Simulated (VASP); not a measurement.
# TiTe2: interstitial Li from one void to a neighbouring one, part 4 of 4

Wanted: the minimum-energy path in TiTe2 for this move: interstitial Li from one void to a neighbouring one. The start is a cell from a database of measured crystal structures.

VASP 6.6.1, plane waves and PAW; the level of theory is named at each step.

So far. Step 3 (Relax the start): The run ended after 16 ionic steps, 0.168 eV below its first step, once the forces on the free atoms met EDIFFG = -0.05. Step 4 (Relax the end): The run ended after 15 ionic steps, 0.167 eV below its first step, once the forces on the free atoms met EDIFFG = -0.05.

## Step 5: Nudged elastic band

Level of this step: PBE, no spin polarisation; plane waves and PAW (Te, Ti, Li) (VASP).

Images on a straight line between the ends relax across the path, while springs keep them spaced along it.

File INCAR:

```
SYSTEM = LiTi8Te16
PREC = Normal
ENCUT = 280
EDIFF = 1E-05
NELM = 120
ISMEAR = 1
SIGMA = 0.15
LREAL = Auto
ALGO = Fast
GGA = PE
NBANDS = 84
LASPH = .TRUE.
LWAVE = .FALSE.
LCHARG = .FALSE.
IMAGES = 3
SPRING = -5
IBRION = 1
POTIM = 0.3
NSW = 60
EDIFFG = -0.05
ISYM = 0
ISIF = 0
```

File POSCAR:

```
LiTi8Te16
1.0
    7.5877981536      0.0000000000      0.0000000000
   -3.7938990768      6.5712259598      0.0000000000
    0.0000000000      0.0000000000     13.2271116712
Te Ti Li
16 8 1
Direct
    0.1691395952      0.3399671089      0.3759449389
    0.1660607243      0.3316438286      0.8674554990
    0.1700795594      0.8306859952      0.3759957728
    0.1661962217      0.8342493574      0.8672887694
    0.6661617482      0.3338284931      0.3729620738
    0.6656296007      0.3325549593      0.8695451210
    0.6601889408      0.8304609731      0.3758549482
    0.6678418135      0.8335232078      0.8676581080
    0.3395126598      0.1692556427      0.1239457758
    0.3316806592      0.1661914372      0.6323543721
    0.3329304208      0.6663954814      0.1269398849
    0.3327606258      0.6675849972      0.6302750439
    0.8299587060      0.1697279223      0.1237765488
    0.8341529888      0.1665863614      0.6320724134
    0.8299710332      0.6596179207      0.1238926862
    0.8332071845      0.6678140594      0.6322418316
    0.9997199330      0.9996178159      0.9971173252
    0.9995472815      0.9999342699      0.5028864285
    0.0051201691      0.5027322250      0.9952638673
    0.9943035707      0.4980643848      0.5044032964
    0.4972695594      0.9937070007      0.9957386283
    0.5029820140      0.0061265321      0.5042406051
    0.4967017959      0.5020822821      0.9959112581
    0.5017573990      0.4972166087      0.5042426547
    0.0003146540      0.9999319486      0.2495944114
```

File KPOINTS:

```
Automatic mesh
0
Gamma
3 3 2
0 0 0
```

File 00/POSCAR:

```
LiTi8Te16
1.0
    7.5877981536      0.0000000000      0.0000000000
   -3.7938990768      6.5712259598      0.0000000000
    0.0000000000      0.0000000000     13.2271116712
Te Ti Li
16 8 1
Direct
    0.1691395952      0.3399671089      0.3759449389
    0.1660607243      0.3316438286      0.8674554990
    0.1700795594      0.8306859952      0.3759957728
    0.1661962217      0.8342493574      0.8672887694
    0.6661617482      0.3338284931      0.3729620738
    0.6656296007      0.3325549593      0.8695451210
    0.6601889408      0.8304609731      0.3758549482
    0.6678418135      0.8335232078      0.8676581080
    0.3395126598      0.1692556427      0.1239457758
    0.3316806592      0.1661914372      0.6323543721
    0.3329304208      0.6663954814      0.1269398849
    0.3327606258      0.6675849972      0.6302750439
    0.8299587060      0.1697279223      0.1237765488
    0.8341529888      0.1665863614      0.6320724134
    0.8299710332      0.6596179207      0.1238926862
    0.8332071845      0.6678140594      0.6322418316
    0.9997199330      0.9996178159      0.9971173252
    0.9995472815      0.9999342699      0.5028864285
    0.0051201691      0.5027322250      0.9952638673
    0.9943035707      0.4980643848      0.5044032964
    0.4972695594      0.9937070007      0.9957386283
    0.5029820140      0.0061265321      0.5042406051
    0.4967017959      0.5020822821      0.9959112581
    0.5017573990      0.4972166087      0.5042426547
    0.0003146540      0.9999319486      0.2495944114
```

File 01/POSCAR:

```
LiTi8Te16
1.0
    7.5877981536      0.0000000000      0.0000000000
   -3.7938990768      6.5712259598      0.0000000000
    0.0000000000      0.0000000000     13.2271116712
Te Ti Li
16 8 1
Direct
    0.1693176161      0.3374210557      0.3758880772
    0.1661570974      0.3320892044      0.8672400709
    0.1701460697      0.8328144534      0.3758650584
    0.1664735970      0.8337126556      0.8670561482
    0.6647122591      0.3327683540      0.3735673486
    0.6664369467      0.3330011735      0.8689034735
    0.6619905495      0.8310858987      0.3749935494
    0.6677085252      0.8334343144      0.8678896580
    0.3380848511      0.1685555109      0.1244641899
    0.3322761868      0.1661687748      0.6317523282
    0.3347546999      0.6672736830      0.1259575588
    0.3327598368      0.6671993929      0.6306041276
    0.8303195098      0.1672755490      0.1235804112
    0.8342825322      0.1668887421      0.6319500332
    0.8301638477      0.6620713434      0.1236631595
    0.8334573883      0.6672924958      0.6321415808
    1.0013209514      1.0001969261      0.9965275274
    0.9984639701      0.9990661950      0.5031150092
    0.0041944963      0.5020669650      0.9954663086
    0.9957048877      0.4984830249      0.5038802984
    0.4974630975      0.9960064202      0.9955365090
    0.5031322936      0.0038863369      0.5041111516
    0.4969024868      0.5001879568      0.9956353318
    0.5020355759      0.4990991700      0.5041181766
    0.0003104736      1.1248867471      0.2495316264
```

File 02/POSCAR:

```
LiTi8Te16
1.0
    7.5877981536      0.0000000000      0.0000000000
   -3.7938990768      6.5712259598      0.0000000000
    0.0000000000      0.0000000000     13.2271116712
Te Ti Li
16 8 1
Direct
    0.1694956370      0.3348750026      0.3758312156
    0.1662534704      0.3325345802      0.8670246428
    0.1702125800      0.8349429116      0.3757343441
    0.1667509723      0.8331759538      0.8668235270
    0.6632627700      0.3317082150      0.3741726235
    0.6672442928      0.3334473877      0.8682618260
    0.6637921582      0.8317108244      0.3741321506
    0.6675752369      0.8333454209      0.8681212080
    0.3366570424      0.1678553790      0.1249826040
    0.3328717145      0.1661461124      0.6311502843
    0.3365789790      0.6681518846      0.1249752326
    0.3327590478      0.6668137886      0.6309332112
    0.8306803136      0.1648231758      0.1233842737
    0.8344120756      0.1671911228      0.6318276530
    0.8303566622      0.6645247661      0.1234336328
    0.8337075921      0.6667709322      0.6320413299
    1.0029219698      1.0007760362      0.9959377296
    0.9973806586      0.9981981200      0.5033435899
    0.0032688236      0.5014017051      0.9956687500
    0.9971062048      0.4989016650      0.5033573004
    0.4976566356      0.9983058398      0.9953343896
    0.5032825732      0.0016461418      0.5039816982
    0.4971031776      0.4982936315      0.9953594054
    0.5023137528      0.5009817314      0.5039936986
    0.0003062932      1.2498415456      0.2494688413
```

File 03/POSCAR:

```
LiTi8Te16
1.0
    7.5877981536      0.0000000000      0.0000000000
   -3.7938990768      6.5712259598      0.0000000000
    0.0000000000      0.0000000000     13.2271116712
Te Ti Li
16 8 1
Direct
    0.1696736580      0.3323289494      0.3757743539
    0.1663498435      0.3329799560      0.8668092147
    0.1702790904      0.8370713699      0.3756036298
    0.1670283475      0.8326392521      0.8665909059
    0.6618132808      0.3306480760      0.3747778983
    0.6680516388      0.3338936019      0.8676201785
    0.6655937670      0.8323357500      0.3732707519
    0.6674419486      0.8332565274      0.8683527579
    0.3352292336      0.1671552472      0.1255010182
    0.3334672422      0.1661234501      0.6305482404
    0.3384032580      0.6690300861      0.1239929064
    0.3327582588      0.6664281842      0.6312622948
    0.8310411173      0.1623708025      0.1231881362
    0.8345416191      0.1674935036      0.6317052727
    0.8305494767      0.6669781888      0.1232041061
    0.8339577959      0.6662493687      0.6319410790
    1.0045229882      1.0013551464      0.9953479317
    0.9962973472      0.9973300450      0.5035721706
    0.0023431508      0.5007364452      0.9958711914
    0.9985075218      0.4993203050      0.5028343024
    0.4978501736      1.0006052593      0.9951322702
    0.5034328529     -0.0005940534      0.5038522448
    0.4973038685      0.4963993061      0.9950834790
    0.5025919297      0.5028642928      0.5038692205
    0.0003021128      1.3747963440      0.2494060562
```

File 04/POSCAR:

```
LiTi8Te16
1.0
    7.5877981536      0.0000000000      0.0000000000
   -3.7938990768      6.5712259598      0.0000000000
    0.0000000000      0.0000000000     13.2271116712
Te Ti Li
16 8 1
Direct
    0.1698516789      0.3297828962      0.3757174922
    0.1664462166      0.3334253318      0.8665937866
    0.1703456007      0.8391998281      0.3754729154
    0.1673057228      0.8321025503      0.8663582847
    0.6603637917      0.3295879369      0.3753831732
    0.6688589848      0.3343398161      0.8669785310
    0.6673953757      0.8329606756      0.3724093531
    0.6673086603      0.8331676340      0.8685843079
    0.3338014249      0.1664551154      0.1260194323
    0.3340627698      0.1661007877      0.6299461965
    0.3402275371      0.6699082877      0.1230105803
    0.3327574698      0.6660425799      0.6315913785
    0.8314019211      0.1599184292      0.1229919986
    0.8346711625      0.1677958843      0.6315828925
    0.8307422912      0.6694316115      0.1229745794
    0.8342079997      0.6657278051      0.6318408282
    1.0061240066      1.0019342566      0.9947581339
    0.9952140358      0.9964619701      0.5038007513
    0.0014174780      0.5000711852      0.9960736327
    0.9999088388      0.4997389451      0.5023113044
    0.4980437117      1.0029046788      0.9949301509
    0.5035831325     -0.0028342485      0.5037227913
    0.4975045594      0.4945049808      0.9948075527
    0.5028701066      0.5047468541      0.5037447424
    0.0002979324      1.4997511425      0.2493432712
```

PAW data sets: Te, Ti and Li (PBE family, release 64).

Started as:

```sh
mpirun -np 3 vasp_std
```

What it wrote:

```text
[banner, memory and clock lines left out]
running    3 mpi-ranks, on    1 nodes
 each image running on    1 cores
[...]
01/POSCAR found :  3 types and      25 ions
 LDA part: xc-table for (Slater+PW92), standard interpolation
[...]
00/POSCAR found :  3 types and      25 ions
[...]
04/POSCAR found :  3 types and      25 ions
 POSCAR, INCAR and KPOINTS ok, starting setup
[...]
entering main loop
       N       E                     dE             d eps       ncg     rms          rms(c)
DAV:   1     0.641900910011E+03    0.64190E+03   -0.30065E+04  1688   0.773E+02
DAV:   2    -0.198050014551E+02   -0.66171E+03   -0.63416E+03  1692   0.211E+02
DAV:   3    -0.143626525136E+03   -0.12382E+03   -0.11879E+03  2368   0.829E+01
DAV:   4    -0.149734985317E+03   -0.61085E+01   -0.60324E+01  2144   0.203E+01
[...]
RMM:  20    -0.130970167164E+03   -0.18012E-04   -0.85795E-04  1884   0.646E-02    0.376E-02
RMM:  21    -0.130970146119E+03    0.21045E-04   -0.68282E-05  1540   0.240E-02    0.257E-02
RMM:  22    -0.130970144445E+03    0.16746E-05   -0.20864E-05  1141   0.111E-02
   1 F= -.13097014E+03 E0= -.13096273E+03  d E =-.130970E+03
[... from here on, the cycles between the ionic steps are left out ...]
   2 F= -.13122395E+03 E0= -.13121580E+03  d E =-.253806E+00
   6 F= -.13149507E+03 E0= -.13148704E+03  d E =-.187863E-01
  11 F= -.13155165E+03 E0= -.13154386E+03  d E =-.112915E-01
  16 F= -.13160231E+03 E0= -.13159472E+03  d E =-.714522E-02
  21 F= -.13165469E+03 E0= -.13164744E+03  d E =-.120100E-01
  26 F= -.13168913E+03 E0= -.13168219E+03  d E =-.767837E-02
  31 F= -.13170534E+03 E0= -.13169857E+03  d E =-.117125E-02
  36 F= -.13170934E+03 E0= -.13170262E+03  d E =-.307661E-04
  41 F= -.13170773E+03 E0= -.13170099E+03  d E =0.127065E-03
  46 F= -.13171057E+03 E0= -.13170387E+03  d E =-.428739E-03
  51 F= -.13171195E+03 E0= -.13170526E+03  d E =0.509840E-03
  56 F= -.13171359E+03 E0= -.13170691E+03  d E =0.110239E-03
  59 F= -.13171440E+03 E0= -.13170771E+03  d E =-.582496E-03
  60 F= -.13171491E+03 E0= -.13170823E+03  d E =-.515964E-03
 BRION: g(F)=  0.331E-02 g(S)=  0.000E+00 retain N=  5 mean eig= 3.89
 eig:   6.321  6.321  0.295  4.617  1.894
```

Wall time 29 min (3 MPI ranks of AMD EPYC 9R45, shared host); peak memory 0.9 GiB.

From OUTCAR (step 5):

```text
  tangential force (eV/A)        -0.627682
  left and right image   1.234432  1.237007 A

  tangential force (eV/A)        -0.625965
  left and right image   1.236546  1.239250 A

 k-point     1 :       0.0000    0.0000    0.0000
  band No.  band energies     occupation
    ...
     61       5.2542      2.01916
     62       5.2610      2.02197
     63       5.5046      1.44429
     64       5.5547      0.89763
     65       5.5563      0.88006
     66       5.8169     -0.02822
     67       5.8640     -0.01055
     68       5.8696     -0.00923
     69       5.8725     -0.00858
     70       5.8811     -0.00692
    ...

 POSITION                                       TOTAL-FORCE (eV/Angst)
 -----------------------------------------------------------------------------------
      0.09336      2.43254      5.13870        -0.067873     -0.006642     -0.095618
     -0.13897      2.21248     11.39738        -0.016251      0.021019      0.018828
     -1.83479      5.62062      5.01952        -0.012853      0.018006     -0.018036
     -2.06448      5.50433     11.36067         0.016508      0.040079      0.048219
      3.87605      2.32359      5.02228        -0.027353      0.020566     -0.026863
      3.64963      2.20616     11.40497        -0.020253      0.020093      0.030655
      1.94894      5.60886      5.04429        -0.027444      0.004621     -0.018076
      1.75526      5.49916     11.39085        -0.016559      0.021386      0.016106
      1.76071      1.12466      1.55315         0.022232      0.021724      0.001360
      1.95485      1.22882      8.43439        -0.013427      0.027621     -0.014519
     -0.15412      4.38166      1.57567        -0.018438      0.051002      0.009037
      0.06788      4.51461      8.41658        -0.019995      0.020028     -0.033294
      5.43636      1.13786      1.46074         0.030350      0.060309      0.112711
      5.74886      1.22874      8.42581        -0.009690      0.029478     -0.008321
[...]
-----------------------------------------------------------------------------------
    total drift:                                0.044258     -0.111388      0.037623

  FREE ENERGIE OF THE ION-ELECTRON SYSTEM (eV)
  ---------------------------------------------------
  free  energy   TOTEN  =      -131.7149114176 eV

  energy  without entropy=     -131.6948776880  energy(sigma->0) =     -131.70823351

  tangential force (eV/A)        -0.625059
  left and right image   1.238439  1.241259 A

[... 5 parts as in an earlier step ...]

[... 10 further parts left out ...]
[key lines of the parts left out:]
E-fermi :   5.5456
```

The band used up its steps before its forces met the threshold, so no barrier is taken from it.

## Step 6: What came out

```yaml
result: none
```

The session ends without its result: «nudged elastic band» used up its steps.

[Lines on the potential files, build, host, timing and source positions are cut from VASP's logs without a mark.]

[Logs are printed without paths, hosts, clocks, repeated set-up lines and the standing remarks that a program may print on its own settings, such as how far it seeks lower states.]

[Hosts, paths, dates, database ids (printed as entryN), source tags and the programs' standing remarks are cut or masked in the printed files.]

[Runs that stopped without an error message from VASP are left out.]
